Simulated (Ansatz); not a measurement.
Runs of Ansatz 0.2.0 on TaN. It takes space group Fm-3m (No. 225, cubic). The conventional cell has a = 4.423 Å, b = 4.423 Å, c = 4.423 Å, α = 90.00°, β = 90.00°, γ = 90.00°. Ta (site symmetry m-3m) has 6 N at 2.21 Å as nearest neighbours. N (site symmetry m-3m) is surrounded by 6 Ta at 2.21 Å. The cell comes from a database or a generator and needn't be the stable form of this composition.

```csv
task,level,potentials or basis,U,cell,k mesh,cutoff (eV),smearing,points for each segment of the path,hubbard projectors,double counting,mesh quality,gap on the mesh (eV),pressure (GPa),V0 of scaled cells (Å³/atom),relaxed volume (Å³/atom),B0 (GPa)
band structure,r2SCAN,Ansatz PAW,-,as given,10 × 10 × 10,500,fermi-dirac 0.05 eV,14,-,-,not flagged,none,-6.2,-,-,-
relaxation of cell and atoms,RPBE+D3(BJ),Ansatz PAW,-,relaxed,10 × 10 × 10,420,fermi-dirac 0.05 eV,-,-,-,not flagged,-,0.0,-,9.64,-
projected density of states,r2SCAN+U,Ansatz PAW,Ta d U = 4 eV,as given,10 × 10 × 10,500,fermi-dirac 0.05 eV,-,ortho-atomic (the default),fll (the default),not flagged,none,(b),-,-,-
single point,PBE,Ansatz PAW,-,as given,10 × 10 × 10,420,gaussian 0.02 eV,-,-,-,not flagged,none,-1.4,-,-,-
equation of state,r2SCAN,Ansatz PAW,-,as given,10 × 10 × 10,500,fermi-dirac 0.05 eV,-,-,-,not flagged,-,-,10.62,-,(d)
relaxation of cell and atoms,r2SCAN+rVV10,Ansatz PAW,-,relaxed,10 × 10 × 10,500,fermi-dirac 0.05 eV,-,-,-,not flagged,-,0.0,-,(c),-
band structure,LDA,JTH PAW LDA,-,as given,10 × 10 × 10,1350,fermi-dirac 0.05 eV,14,-,-,not flagged,none,-17.8,-,-,-
relaxation of cell and atoms,PBEsol,Ansatz PAW,-,relaxed,10 × 10 × 10,420,fermi-dirac 0.05 eV,-,-,-,not flagged,none,0.0,-,10.47,-
equation of state,HSE06,Ansatz PAW,-,as given,6 × 6 × 6,420,fermi-dirac 0.05 eV,-,-,-,coarse,-,-,10.52,-,(a)
relaxation of cell and atoms,BLYP+D4,Ansatz PAW,-,relaxed,10 × 10 × 10,420,fermi-dirac 0.05 eV,-,-,-,not flagged,-,0.0,-,10.82,-
band structure,RPBE,Ansatz PAW,-,as given,10 × 10 × 10,420,fermi-dirac 0.05 eV,14,-,-,not flagged,none,3.3,-,-,-
single point,PBE,Ansatz PAW,-,as given,10 × 10 × 10,420,gaussian 0.021 eV,-,-,-,not flagged,none,-1.4,-,-,-
```

Alike in all rows: no spin polarisation.

Question: Fill in the values left out.

Answer: (a) 365; (b) -2.4; (c) 10.55; (d) 352.

Caveats: some runs use coarse meshes; the PAW data sets come from PBE, with cores solved anew for the run's functional, which leaves a small shift of forces and pressure (some runs); the plane-wave basis is chosen anew once the cell has moved, so the energies of steps on either side of that aren't comparable (some runs); the potentials were made for another functional, which shifts forces and pressure (some runs); U without spin polarisation on a metal has little footing (some runs); the density of states is complete only up to the lowest level of the last band computed (some runs); so large a pressure means that the cell lies far from this level's equilibrium, or that cutoff or potentials fall short (some runs).

A k mesh can miss the band edges, and the runs leave out spin-orbit coupling on Ta.

A gap of «none» marks a metal or a gap under the smearing width.

Not every run made on this cell is shown here.
